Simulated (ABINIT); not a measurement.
SnSe2, 3 atoms in the cell. The structure is trigonal, space group P-3m1 (No. 164). The conventional cell has a = 3.811 Å, b = 3.811 Å, c = 6.136 Å, α = 90.00°, β = 90.00°, γ = 120.00°. Sn (site symmetry -3m) has 6 Se at 2.68 Å as nearest neighbours. Se (site symmetry 3m) has 3 Sn at 2.68 Å as nearest neighbours. 

* Program: ABINIT 10.8.3 (patched build)
* Task: band structure
* Functional: BLYP
* Potentials or basis: JTH PAW PBE v2.0 sp
* Cutoff: 408 eV
* k mesh: 8 × 8 × 5
* Occupations: fermi-dirac, width 0.05 eV
* Spin: no spin polarisation
* Fine-grid cutoff: 816.342 eV
* Exchange and correlation inside the PAW spheres: full angular mesh (pawxcdev 0, this build's default; the released program takes 1)

Potentials or basis: JTH PAW PBE v2.0 sp.

The run is started by

```console
$ abinit run.abi > log 2>&1
```

Hardware: 1 thread of Intel(R) Xeon(R) Platinum 8488C (Sapphire Rapids), with other jobs on the host.

Task: Estimate the wall time of this run.

Result: Run time: 48 s on 1 thread of Intel(R) Xeon(R) Platinum 8488C (Sapphire Rapids), on a shared host, peak memory 0.14 GiB. Counts: scf iterations 10, k points 40, bands 12, plane waves 1460.
